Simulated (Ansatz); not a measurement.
NaI:

```xyz
2
Lattice="0.0000 3.2364 3.2364 3.2364 0.0000 3.2364 3.2364 3.2364 0.0000" Properties=species:S:1:pos:R:3 pbc="T T T"
I     3.2364    3.2364    3.2364
Na    0.0000    0.0000    0.0000
```

Base run:

| Item | Value |
| --- | --- |
| Program | Ansatz 0.2.0 |
| Functional | PBEsol |
| Potentials or basis | all-electron PAW datasets made for the crystal |
| Cutoff | 260 eV (chosen from the basis error) |
| k mesh | 6 × 6 × 6 |
| Occupations | fermi-dirac, width 0.05 eV |
| Spin | no spin polarisation |

Its results: band gap on the k mesh 3.51 eV, direct; pressure -0.5 GPa.

**Question.** The run is repeated on the same cell with these changes: functional from PBEsol to HSE06; cutoff from 260 eV (chosen from the basis error) to 290 eV (chosen from the basis error). What comes out?

**Answer.** Band gap on the k mesh 4.67 eV, direct; pressure 0.1 GPa.

HSE06 gives the wider gap, since exact exchange removes part of the self-interaction.

Caveats: spin-orbit coupling is left out, which moves the levels of the heavy elements.

